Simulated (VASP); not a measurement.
Wanted: the native input for a VASP 6.6.1 run.

```
Task                   : electric field gradients
Functional             : PBE
Potentials or basis    : VASP PAW PBE potentials, release 64 (Bi_d, Te)
Cutoff                 : 520 eV
k mesh                 : 7 × 7 × 7
Occupations            : gaussian, width 0.02 eV
Spin                   : no spin polarisation
Further INCAR settings : ALGO = Normal; EDIFF = 1e-08
```

The structure of BiTe lies in POSCAR:

```
BiTe
1.0
    2.4227077728      1.3987509848      3.3172919545
   -2.4227077728      1.3987509848      3.3172919545
    0.0000000000     -2.7975019696      3.3172919545
Bi Te
1 1
Direct
    0.5000000000      0.5000000000      0.5000000000
    0.0000000000      0.0000000000      0.0000000000
```

The cell comes from a database or a generator and needn't be the stable form of this composition.

The input as run:

INCAR

```
SYSTEM = BiTe
PREC = Accurate
ENCUT = 520
EDIFF = 1E-8
ISMEAR = 0
SIGMA = 0.02
LREAL = .False.
LASPH = .True.
NELM = 80
ALGO = Normal
ISIF = 2
LWAVE = .False.
LCHARG = .False.
GGA = PE
LEFG = .True.
```

KPOINTS

```
Automatic mesh
0
Gamma
  7 7 7
  0 0 0
```

Potentials or basis: VASP PAW PBE potentials, release 64 (Bi_d, Te).

Launch:

```bash
$ cat potpaw_PBE.64/Bi_d/POTCAR potpaw_PBE.64/Te/POTCAR > POTCAR
$ mpirun -np 1 vasp_std > vasp.out
```

Results of the run:

The pressure is 0.1 GPa and the band gap on the k mesh is none (metal or under the smearing width).

Caveat: spin-orbit coupling is left out, which moves the levels of the heavy elements.

Run time: 22 s on 1 thread of Intel(R) Xeon(R) Platinum 8488C (Sapphire Rapids), with other jobs on the host, peak memory 0.2 GiB.
